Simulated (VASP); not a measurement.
Runs of VASP 6.6.1 on W. The structure is cubic, space group Fm-3m (No. 225). Conventional cell: a = 4.060 Å, b = 4.060 Å, c = 4.060 Å, α = 90.00°, β = 90.00°, γ = 90.00°. Around W (site symmetry m-3m) lie 12 W at 2.87 Å. This isn't the form of W at room conditions, which is bcc.

| level | gap on the mesh (eV) | pressure (GPa) | relaxed volume (Å³/atom) |
| --- | --- | --- | --- |
| r2SCAN+D3(BJ) | none | 0.0 | 16.08 |
| r2SCAN+D4 | none | 0.0 | 16.15 |
| r2SCAN+rVV10 | none | 0.0 | (a) |
| r2SCAN | none | 0.0 | 16.24 |

Alike in all rows: task relaxation of cell and atoms; potentials or basis VASP PAW PBE potentials, release 64 (W_sv); no spin polarisation; cell relaxed; k mesh 11 × 11 × 11; cutoff (eV) 600; smearing fermi-dirac 0.05 eV.

Question: Estimate the missing entries.

Answer: (a) 16.16.

Caveats: the PAW data sets were made with another functional, which shifts forces and pressure a little; pairwise dispersion overbinds metals, which lowers pressure and volume (some runs).

A k mesh can miss the band edges, and the runs leave out spin-orbit coupling on W.

A gap of «none» marks a metal or a gap under the smearing width.
